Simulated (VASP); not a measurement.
# CdSe (Cadmoselite) (P6_3mc) in VASP: notebook

One crystal, CdSe (Cadmoselite), is run at these levels: LDA; tasks: single point, relaxation of cell and atoms.

Program: VASP 6.6.1. These are calculated values, not measurements. Logs are shortened: lines on timing, memory, paths and dates and some standing lists are left out, and cuts for length are marked.

## 1. The crystal as given

The structure is hexagonal, space group P6_3mc (No. 186). The conventional cell has a = 4.383 Å, b = 4.383 Å, c = 7.156 Å, α = 90.00°, β = 90.00°, γ = 120.00°. Cd (site symmetry 3m) has 4 Se at 2.68 to 2.69 Å as nearest neighbours. Se (site symmetry 3m) has 4 Cd at 2.68 to 2.69 Å as nearest neighbours.

## 2. Single point, LDA (relaxed again under DFT LDA, scalar-relativistic, plane waves, PAW)

Contents of INCAR:

```
SYSTEM = CdSe
ALGO     = Fast           ! electronic algorithm
EDIFF    = 1E-7           ! SCF threshold, eV
ENCUT    = 520            ! plane-wave cutoff, eV
GGA      = CA             ! functional
ISIF     = 2              ! what is computed and relaxed
ISMEAR   = 0              ! smearing method
LASPH    = .TRUE.         ! aspherical terms in the spheres
LCHARG   = .FALSE.        ! write CHGCAR
LREAL    = .FALSE.        ! projectors in reciprocal space
LWAVE    = .FALSE.        ! write WAVECAR
NBANDS   = 26             ! bands
NELM     = 100            ! most SCF steps
PREC     = Accurate       ! precision mode
SIGMA    = 0.02           ! smearing width, eV
```

Contents of KPOINTS:

```
k-points
0
G
  9 9 6
  0 0 0
```

Contents of POSCAR:

```
CdSe
1.0
    4.2476794327      0.0000000000      0.0000000000
   -2.1238397163      3.6785982958      0.0000000000
    0.0000000000      0.0000000000      6.9442119268
Cd Se
2 2
Direct
    0.3333333333      0.6666666667      0.0049031366
    0.6666666667      0.3333333333      0.5049031366
    0.3333333333      0.6666666667      0.3800968634
    0.6666666667      0.3333333333      0.8800968634
```

Potentials or basis: VASP PAW LDA potentials, release 64 (Cd, Se).

Started as:

```sh
> cat potpaw_LDA.64/Cd/POTCAR potpaw_LDA.64/Se/POTCAR > POTCAR
> mpirun -np 1 vasp_std > vasp.out
```

OUTCAR:

```text
SYSTEM = CdSe
   EDIFF = 1E-7
   ENCUT = 520
   GGA = CA
   ISIF = 2
   ISMEAR = 0
   LASPH = .TRUE.
   LREAL = .FALSE.
   NELM = 100
   PREC = Accurate

 ion  position               nearest neighbor table
   1  0.333  0.667  0.005-   4 2.60   4 2.60   4 2.60   3 2.61
   2  0.667  0.333  0.505-   3 2.60   3 2.60   3 2.60   4 2.61
   3  0.333  0.667  0.380-   2 2.60   2 2.60   2 2.60   1 2.61
   4  0.667  0.333  0.880-   1 2.60   1 2.60   1 2.60   2 2.61

  LATTYP: Found a hexagonal cell.
 ALAT       =     4.2476794327
 C/A-ratio  =     1.6348248583

  Lattice vectors:

 A1 = (   4.2476794327,   0.0000000000,   0.0000000000)
 A2 = (  -2.1238397163,   3.6785982958,   0.0000000000)
 A3 = (   0.0000000000,   0.0000000000,   6.9442119268)

Analysis of symmetry for initial positions (statically):
=====================================================================
 Subroutine PRICEL returns:
 Original cell was already a primitive cell.

 Routine SETGRP: Setting up the symmetry group for a
 hexagonal supercell.

 Subroutine GETGRP returns: Found 12 space group operations
 (whereof  6 operations were pure point group operations)
 out of a pool of 24 trial point group operations.

The static configuration has the point symmetry C_3v.
 The point group associated with its full space group is C_6v.

Analysis of symmetry for dynamics (positions and initial velocities):
=====================================================================
 Subroutine PRICEL returns:
 Original cell was already a primitive cell.

 Routine SETGRP: Setting up the symmetry group for a
 hexagonal supercell.

 Subroutine GETGRP returns: Found 12 space group operations
 (whereof  6 operations were pure point group operations)
 out of a pool of 24 trial point group operations.

The dynamic configuration has the point symmetry C_3v.
 The point group associated with its full space group is C_6v.

 Subroutine INISYM returns: Found 12 space group operations
 (whereof  6 operations are pure point group operations),
 and found     1 'primitive' translations

----------------------------------------------------------------------------------------

                                     Primitive cell

  volume of cell :     108.5068

  direct lattice vectors                    reciprocal lattice vectors
[... 85 lines left out ...]
   ISPIN  =      1    spin polarized calculation?
   LNONCOLLINEAR =      F non collinear calculations
   LSORBIT =      F    spin-orbit coupling
   LASPH  =      T    aspherical Exc in radial PAW
   ENCUT  =  520.0 eV  38.22 Ry    6.18 a.u.   7.90  7.90 12.91*2*pi/ulx,y,z
   NELM   =    100;   NELMIN=  2; NELMDL= -5     # of ELM steps
   EDIFF  = 0.1E-06   stopping-criterion for ELM
   LREAL  =      F    real-space projection
   EDIFFG = 0.1E-05   stopping-criterion for IOM
   NSW    =      0    number of steps for IOM
   IBRION =     -1    ionic relax: 0-MD 1-quasi-New 2-CG
   NFREE  =      0    steps in history (QN), initial steepest desc. (CG)
   ISIF   =      2    stress and relaxation
   ISYM   =      2    0-nonsym 1-usesym 2-fastsym
   POTIM  = 0.5000    time-step for ionic-motion
   TEBEG  =    0.0;   TEEND  =   0.0 temperature during run
   PSTRESS=    0.0 pullay stress
   NELECT =      36.0000    total number of electrons
   NUPDOWN=      -1.0000    fix difference up-down
   EMIN   =  10.00;   EMAX   =-10.00  energy-range for DOS
   EFERMI =   0.00;   METHOD = LEGACY
   ISMEAR =     0;   SIGMA  =   0.02  broadening in eV -4-tet -1-fermi 0-gaus
   EFERMI_NEDOS =   21; number of points for ismear=-14 and -15
   IALGO  =     68    algorithm
   IMIX   =      4    mixing-type and parameters
     AMIX     =   0.40;   BMIX     =  1.00
     AMIX_MAG =   1.60;   BMIX_MAG =  1.00
  volume/ion in A,a.u.               =      27.13       183.06
  Fermi-wavevector in a.u.,A,eV,Ry     =   1.133331  2.141684 17.475846  1.284438
  Thomas-Fermi vector in A             =   2.270033
   LORBIT       =      0    0 simple, 1 ext, 2 COOP (PROOUT), +10 PAW based schemes
   GGA     = CA    functional components
   LHFCALC =     F    Hartree Fock is set to
   AEXX    =    0.0000 exact exchange contribution
   IVDW    =     0    specifies the selected vdW correction
   LEPSILON=     F    determine dielectric tensor
   LRPA    =     F    only Hartree local field effects (RPA)
 non-spin polarized calculation
 RMM-DIIS sequential band-by-band and
 Gauss-broadening in eV      SIGMA  =   0.02
  energy-cutoff  :      520.00
  volume of cell :      108.51
 maximum number of plane-waves:      2952
 NGX is ok and might be reduce to    32
   NGX = 15   NGY = 15   NGZ = 25

 number of electron      36.0000009 magnetization

 Free energy of the ion-electron system (eV)
  ---------------------------------------------------
  ext. energy  EPLUGINS =         0.00000000
  ---------------------------------------------------
  free energy    TOTEN  =       -13.51887653 eV

  energy without entropy =      -13.51887653  energy(sigma->0) =      -13.51887653

 E-fermi :   1.2644     XC(G=0):  -9.4459

 val. band max:        1.1225942774   @ k =   0.0000   0.0000   0.0000
 cond. band min:       1.6161382209   @ k =   0.0000   0.0000   0.0000
 fundamental gap:      0.4935439435
 Fermi energy:         1.2643547529

 k-point     1 :       0.0000    0.0000    0.0000
  band No.  band energies     occupation
      1     -11.7462      2.00000
      2     -11.3285      2.00000
      3      -6.9613      2.00000
      4      -6.9510      2.00000
      5      -6.9510      2.00000
      6      -6.8754      2.00000
[... 685 lines left out ...]
     25       9.4327      0.00000
     26       9.4386      0.00000

 [... further k-points ...]
[... 5 lines left out ...]
  --------------------------------------------------------------------------------------
  -------------------------------------------------------------------------------------
  Total        0.3155887      0.3155887      0.3165229      0.0000000      0.0000000      0.0000000
  in kB        4.6598819      4.6598819      4.6736760      0.0000000      0.0000000      0.0000000
  external PRESSURE =       4.6644799 kB  Pullay stress =       0.0000000 kB

 VOLUME and BASIS-vectors are now :
 -----------------------------------------------------------------------------
  energy-cutoff  :      520.00
  volume of cell :      108.51
      direct lattice vectors                 reciprocal lattice vectors
     4.247679433  0.000000000  0.000000000     0.235422662  0.135921337  0.000000000
    -2.123839716  3.678598296  0.000000000     0.000000000  0.271842675  0.000000000
     0.000000000  0.000000000  6.944211927     0.000000000  0.000000000  0.144004822

 POSITION                                       TOTAL-FORCE (eV/Angst)
 -----------------------------------------------------------------------------------
     -0.00000      2.45240      0.03405        -0.000000      0.000000     -0.000736
      2.12384      1.22620      3.50615         0.000000      0.000000     -0.000736
     -0.00000      2.45240      2.63947         0.000000      0.000000      0.000736
      2.12384      1.22620      6.11158         0.000000     -0.000000      0.000736
 -----------------------------------------------------------------------------------
    total drift:                               -0.000000      0.000000     -0.000204

  FREE ENERGIE OF THE ION-ELECTRON SYSTEM (eV)
  ---------------------------------------------------
  free  energy   TOTEN  =       -13.5188765252 eV

  energy  without entropy=      -13.5188765252  energy(sigma->0) =      -13.51887653
```

OSZICAR:

```text
N       E                     dE             d eps       ncg     rms          rms(c)
DAV:   1     0.248442246777E+03    0.24844E+03   -0.17221E+04  2496   0.126E+03
DAV:   2    -0.727047926032E+00   -0.24917E+03   -0.24073E+03  2708   0.317E+02
DAV:   3    -0.141466187510E+02   -0.13420E+02   -0.13344E+02  2962   0.735E+01
DAV:   4    -0.142612137914E+02   -0.11460E+00   -0.11448E+00  2812   0.639E+00
DAV:   5    -0.142618889675E+02   -0.67518E-03   -0.67514E-03  2902   0.465E-01    0.953E+00
RMM:   6    -0.135829249757E+02    0.67896E+00   -0.11950E+00  2499   0.595E+00    0.757E+00
RMM:   7    -0.135291427191E+02    0.53782E-01   -0.36083E-01  2524   0.258E+00    0.202E+00
RMM:   8    -0.135195647872E+02    0.95779E-02   -0.18593E-02  2652   0.765E-01    0.684E-01
RMM:   9    -0.135189377849E+02    0.62700E-03   -0.52563E-03  2833   0.365E-01    0.210E-01
RMM:  10    -0.135189030659E+02    0.34719E-04   -0.88130E-04  2830   0.221E-01    0.123E-01
RMM:  11    -0.135188882044E+02    0.14861E-04   -0.97852E-05  2947   0.882E-02    0.530E-02
RMM:  12    -0.135188764765E+02    0.11728E-04   -0.38227E-05  2821   0.306E-02    0.114E-02
RMM:  13    -0.135188766630E+02   -0.18655E-06   -0.24959E-06  3003   0.107E-02    0.858E-03
RMM:  14    -0.135188765407E+02    0.12235E-06   -0.35929E-07  2229   0.472E-03    0.125E-03
RMM:  15    -0.135188765252E+02    0.15466E-07   -0.63187E-08  1888   0.161E-03
   1 F= -.13518877E+02 E0= -.13518877E+02  d E =-.704411E-26
```

Wall time 45 s (1 thread of Intel Xeon 6975P-C (Granite Rapids), shared host); peak memory 0.26 GiB.

Results:

```yaml
Free_energy: -13.5189 eV
Pressure: 0.5 GPa
Band_gap_on_the_k_mesh: 0.49 eV, direct
```

(Continued in part 2 of 2.)
